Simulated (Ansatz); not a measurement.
TePt under changes of volume

One of the cells (22.276 Å³/atom); the others are scaled copies at fixed shape and fractional positions:

```
Pt Te
1.0
     4.26288    0.00000    0.00000
    -2.13144    3.69176    0.00000
     0.00000    0.00000    5.66177
Pt Te
2 2
Direct
  0.00000 0.00000 0.00000
  0.00000 0.00000 0.50000
  0.33333 0.66667 0.25000
  0.66667 0.33333 0.75000
```

Measurements of this composition are mostly on another form, of space group No. 166.

| Item | Value |
| --- | --- |
| Program | Ansatz 0.2.0 |
| Functional | LDA |
| Potentials or basis | Ansatz PAW |
| Cutoff | 420 eV (not typed: the program's choice for these potentials) |
| k mesh | 7 × 7 × 5 |
| Occupations | fermi-dirac, width 0.05 eV |
| Spin | no spin polarisation |

| volume (Å³/atom) | energy over the lowest point (meV/atom) | pressure (GPa) |
| --- | --- | --- |
| 20.939 | 0.00 | 0.5 |
| 21.385 | 2.82 | -2.4 |
| 21.830 | 13.35 | -5.0 |
| 22.276 | ? | ? |
| 22.721 | 53.91 | -9.3 |
| 23.167 | 82.36 | -11.1 |
| 23.612 | 115.40 | -12.6 |

Problem. What does the run at 22.276 Å³/atom give?

Solution. Energy over the lowest point 30.66 meV/atom; pressure -7.3 GPa.

Worked out: A Birch-Murnaghan fit of order 3 (a polynomial in V^(-2/3)) to the other rows has its minimum at 21.01 Å³/atom with B0 = V·E''(V) = 145 GPa and B' = 5.1 at fixed shape and positions, which overstates the stiffness. It gives 30.67 meV/atom at 22.276 Å³/atom, against the run's 30.66, and -dE/dV = -7.3 GPa, against -7.3.

Energies are extrapolated to zero smearing.

Caveats: the PAW data sets come from PBE, with cores solved anew for the run's functional, which leaves a small shift of forces and pressure.
